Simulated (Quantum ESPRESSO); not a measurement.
The system is Mg.

```
CELL_PARAMETERS angstrom
3.20930 0.00000 0.00000
-1.60465 2.77934 0.00000
0.00000 0.00000 5.21030
ATOMIC_POSITIONS crystal
Mg 0.66667 0.33333 0.75000
Mg 0.33333 0.66667 0.25000
```

Program: Quantum ESPRESSO 7.5. Alike in all runs: task band structure; potentials or basis SG15 PBE 1.2; no spin polarisation; cell as given; cutoff (eV) 952; smearing fermi-dirac 0.05 eV.

**Question.** Order these runs on this cell by their pressure, lowest first.
A. level AM05; k mesh 10 × 10 × 5; SCF threshold 4e-10 Ry
B. level M06L; k mesh 8 × 8 × 4; SCF threshold 1e-08 Ry; symmetry off
C. level LDA; k mesh 10 × 10 × 5; SCF threshold 4e-10 Ry; form of the LDA correlation PZ81

**Answer.** C (-2.8 GPa), A (-0.8 GPa), B (1.4 GPa).

Caveats: the potentials were made for another functional, which shifts forces and pressure.

Runs at the PBE level aren't shown here.
